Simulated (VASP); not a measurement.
Write the native input for VASP 6.6.1 that does the following.

* Task: band structure
* Functional: r2SCAN
* Potentials or basis: VASP PAW PBE potentials, release 64 (K_sv, Ta_pv, O)
* Cutoff: 520 eV
* k mesh: 8 × 8 × 8
* Occupations: gaussian, width 0.03 eV
* Spin: no spin polarisation
* Further INCAR settings: ALGO = Normal; EDIFF = 1e-07; NBANDS = 27

The structure of KTaO3 lies in POSCAR:

```
KTaO3                                   
1.0
    3.9890690789      0.0000000000      0.0000000000
    0.0000000000      3.9890690789      0.0000000000
    0.0000000000      0.0000000000      3.9890690789
  K               Ta              O             
     1     1     3
Direct
     0.5000000000000000    0.5000000000000000    0.5000000000000000
     0.0000000000000000    0.0000000000000000    0.0000000000000000
     0.5000000000000000    0.0000000000000000    0.0000000000000000
     0.0000000000000000    0.5000000000000000    0.0000000000000000
     0.0000000000000000    0.0000000000000000    0.5000000000000000
```

One way to write it, as run:

INCAR

```
PREC = Accurate
ENCUT = 520
EDIFF = 1E-7
ISMEAR = 0
SIGMA = 0.03
LREAL = False
LASPH = True
NELM = 80
ALGO = Normal
ISIF = 2
LWAVE = False
LCHARG = False
LMAXMIX = 4
METAGGA = R2SCAN
LMIXTAU = True
NBANDS = 27
KPAR = 2
```

KPOINTS

```
Automatic mesh
0
Gamma
  8 8 8
```

KPOINTS_OPT

```
explicit points
158
Reciprocal
 0.0000000000  0.0000000000  0.0000000000 1
 0.0000000000  0.0357142857  0.0000000000 1
 0.0000000000  0.0714285714  0.0000000000 1
 0.0000000000  0.1071428571  0.0000000000 1
 0.0000000000  0.1428571429  0.0000000000 1
 0.0000000000  0.1785714286  0.0000000000 1
[... 150 lines left out ...]
 0.0157094500  0.4842905500  0.0000000000 1
-0.0157094500  0.5157094500  0.0000000000 1
```

Potentials or basis: VASP PAW PBE potentials, release 64 (K_sv, Ta_pv, O).

Command:

```sh
$ cat potpaw_PBE.64/K_sv/POTCAR potpaw_PBE.64/Ta_pv/POTCAR potpaw_PBE.64/O/POTCAR > POTCAR
$ mpirun -np 2 vasp_std > vasp.out
```

It gave:

```yaml
Pressure: 1.1 GPa
Band_gap_on_the_k_mesh: 2.60 eV, indirect (least direct gap 3.25 eV)
Band_gap_along_the_path: 2.60 eV, indirect (least direct gap 3.25 eV)
```

Caveat: the PAW data sets were made with another functional, which shifts forces and pressure a little; spin-orbit coupling is left out, which moves the levels of the heavy elements.

Wall time 3 min on 2 MPI ranks on Intel(R) Xeon(R) Platinum 8559C (Emerald Rapids) (shared host), peak memory 0.21 GiB a rank.
